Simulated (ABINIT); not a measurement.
Runs of ABINIT 10.8.3 (patched build) on CdF2. Symmetry: Fm-3m, No. 225, cubic system. The conventional cell has a = 5.388 Å, b = 5.388 Å, c = 5.388 Å, α = 90.00°, β = 90.00°, γ = 90.00°. Around Cd (site symmetry m-3m) lie 8 F at 2.33 Å. F (site symmetry -43m) has 4 Cd at 2.33 Å as nearest neighbours. 

```csv
task,level,potentials or basis,k mesh,cutoff (eV),fine-grid cutoff,gap on the mesh (eV),pressure (GPa),V0 of scaled cells (Å³/atom),B0 (GPa)
band structure,rPW86PBE,JTH PAW PBE v2.0,9 × 9 × 9,626,1224.51 eV,3.01,7.5,-,-
single point,PBE,JTH PAW PBE v2.0,5 × 5 × 5,626,1224.51 eV,3.15,5.1,-,-
equation of state,PBE,JTH PAW PBE v2.0,9 × 9 × 9,490,979.61 eV,-,-,13.71,95
single point,LDA,JTH PAW LDA v2.0,7 × 7 × 7,626,1224.51 eV,2.83,-6.0,-,-
single point,LDA,JTH PAW LDA v2.0,5 × 5 × 5,626,1224.51 eV,2.86,-6.0,-,-
band structure,RPBE,JTH PAW PBE v2.0,9 × 9 × 9,626,1224.51 eV,(b),9.9,-,-
single point,PBEsol,JTH PAW PBE v2.0,7 × 7 × 7,626,1224.51 eV,(c),-0.5,-,-
single point,PBEsol,JTH PAW PBE v2.0,5 × 5 × 5,626,1224.51 eV,2.99,-0.5,-,-
band structure,PBEsol,JTH PAW PBE v2.0,9 × 9 × 9,626,1224.51 eV,(d),-0.5,-,-
single point,r2SCAN,JTH PAW PBE v2.0,7 × 7 × 7,762,1360.57 eV,(a),-1.2,-,-
equation of state,LDA,JTH PAW LDA v2.0,9 × 9 × 9,626,1224.51 eV,-,-,12.39,127
```

Alike in all rows: no spin polarisation; cell as given; smearing fermi-dirac 0.05 eV.

Fill in the values left out.

(a) 3.82; (b) 3.30; (c) 2.96; (d) 2.93.

Caveats: the PAW data sets were made with another functional, which shifts forces and pressure a little (some runs); an odd mesh through Γ misses points on the zone boundary, where band edges often lie (some runs); pressures at fixed basis lie under the slope of the energies (some runs).

A k mesh can miss the band edges, and the runs leave out spin-orbit coupling on Cd.
